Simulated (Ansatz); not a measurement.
Crystal: HfN.

```
Hf N
1.0
     0.00000    2.45482    2.45482
     2.45482    0.00000    2.45482
     2.45482    2.45482    0.00000
Hf N
1 1
Direct
  0.00000 0.00000 0.00000
  0.25000 0.25000 0.25000
```

The cell comes from a database or a generator and needn't be the stable form of this composition.

Base run:

- Program: Ansatz 0.2.0
- Functional: PBEsol
- Potentials or basis: all-electron LAPW, scalar-relativistic
- Cutoff: 392 eV (chosen from the basis error)
- Basis error allowed: 0.001 eV/atom
- k mesh: 9 × 9 × 9
- Occupations: fermi-dirac, width 0.05 eV
- Spin: no spin polarisation

Its results: band gap on the k mesh none (metal or under the smearing width); pressure -5.0 GPa.

Question: The run is repeated on the same cell with these changes: hubbard terms from none to Hf d U = 4 eV. What comes out?

Answer: Band gap on the k mesh none (metal or under the smearing width); pressure 0.6 GPa.

Caveats: U is the effective U less J, on atomic orbitals that reach past the spheres (some runs); U without spin polarisation on a metal has little footing (some runs).
